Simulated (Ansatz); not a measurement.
**Relaxing NaI**

Method: DFT PBE, scalar-relativistic, plane waves, PAW in Ansatz 0.2.0. (420 eV cutoff, 6×6×6 k-mesh, Gaussian smearing of 0.02 eV, no spin polarisation)

What was changed in NaBr: Br → I on all its sites, cell and atoms relaxed.

Command:

```bash
ansatz run input.yaml --threads 1 --pin off --max-ram 2560MiB --backend cpu --events-out ev --progress --plain --runs-dir out
```

Input:

```yaml
crystal:
  lattice:
    - [0.0, 3.1529959197, 3.1529959197]
    - [3.1529959197, 0.0, 3.1529959197]
    - [3.1529959197, 3.1529959197, 0.0]
  atoms:
    - { symbol: Na, position: [0.0, 0.0, 0.0] }
    - { symbol: I, position: [0.5, 0.5, 0.5] }
basis:
  ecutwfc: 420
kpoints:
  mp_grid: { grid: [6, 6, 6] }
hamiltonian:
  xc: pbe
scf:
  occupations: { method: gaussian, width: 0.02 }
output:
  forces: true
  stress: true
  eigenvalues: true
  write_density: true
  write_potential: true
  elf: true
  volumetric_format: npy
relax:
  adjacent_minimum: "off"
  f_tol: 0.01
  max_steps: 60
  cell: { stress_tol: 0.1 }
```

F is the free energy. Steps run on the plane waves of an earlier cell, but the last one, and at times one on the way, on a freshly chosen basis, so a repeated geometry can differ a little in energy.

Steps:

```csv
step,F − F(1) (eV),largest force component (eV/Å),V (Å³/atom),P (GPa)
1,0.0000,0.000,31.345,2.02
2,-0.0319,0.000,33.229,0.78
3,-0.0389,0.000,34.532,0.12
4,-0.0390,0.000,34.789,0.00
5,-0.0394,0.000,34.789,0.00
```

Relaxed structure:

```
CELL_PARAMETERS angstrom
0.00000 3.26449 3.26449
3.26449 0.00000 3.26449
3.26449 3.26449 0.00000
ATOMIC_POSITIONS crystal
Na 0.00000 0.00000 0.00000
I 0.50000 0.50000 0.50000
```

The structure is cubic, space group Fm-3m (No. 225). The conventional cell has a = 6.529 Å, b = 6.529 Å, c = 6.529 Å, α = 90.00°, β = 90.00°, γ = 90.00°. Na (site symmetry m-3m) has 6 I at 3.26 Å as nearest neighbours. Around I (site symmetry m-3m) lie 6 Na at 3.26 Å.

The run converged. The run took 3.7 s on 1 thread of Intel(R) Xeon(R) 6975P-C (Granite Rapids), with other jobs on the host, peak memory 0.36 GiB.